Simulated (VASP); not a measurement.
The system is CoSi.

```
CELL_PARAMETERS angstrom
2.65821 0.00000 0.00000
0.00000 2.65821 0.00000
0.00000 0.00000 4.07707
ATOMIC_POSITIONS crystal
Co 0.00000 0.00000 0.00000
Si 0.00000 0.00000 0.50000
```

The cell was built by a generator and needn't be a form met in nature.

```yaml
Program: VASP 6.6.1
Task: relaxation of cell and atoms
Functional: PBE
Potentials_or_basis: VASP PAW PBE potentials, release 64 (Co, Si)
Cutoff: 520 eV
k_mesh: 8 × 8 × 5
Occupations: gaussian, width 0.15 eV
Spin: collinear spin, ferromagnetic start
Starting_moments: "[2.0, 0.0] μB"
```

At the start: pressure 7.2 GPa; volume 14.40 Å³/atom.

**Question.** How do energy, volume and symmetry change on relaxing?

**Answer.** Over 11 steps the energy falls by 229.5 meV/atom and the volume is 14.08 Å³/atom (-2.3 %); space group P4/mmm (No. 123, to 0.05 Å); moment 1.57 μB per cell.

The path:
| step | energy change (eV) | largest force (eV/Å) | pressure (GPa) | volume (Å³) |
| --- | --- | --- | --- | --- |
| 1 | 0.0000 | 0.0000 | 7.15 | 28.81 |
| 2 | -0.3455 | 0.0000 | -11.45 | 31.12 |
| 3 | -0.3382 | 0.0000 | -7.14 | 30.39 |
| 4 | -0.3484 | 0.0000 | -7.71 | 30.66 |
| 5 | -0.3509 | 0.0000 | -7.05 | 30.81 |
| 6 | -0.4567 | 0.0000 | -1.10 | 28.19 |
| 7 | -0.4588 | 0.0000 | -0.73 | 27.88 |
| 8 | -0.4537 | 0.0000 | 3.11 | 27.28 |
| 9 | -0.4587 | 0.0000 | 2.02 | 27.70 |
| 10 | -0.4589 | 0.0000 | 1.00 | 27.80 |
| 11 | -0.4589 | 0.0000 | 0.15 | 28.15 |

Final structure:
```
Co Si
1.0
     2.44240    0.00000    0.00000
     0.00000    2.44240    0.00000
     0.00000    0.00000    4.71896
Co Si
1 1
Direct
  0.00000 0.00000 0.00000
  0.00000 0.00000 0.50000
```
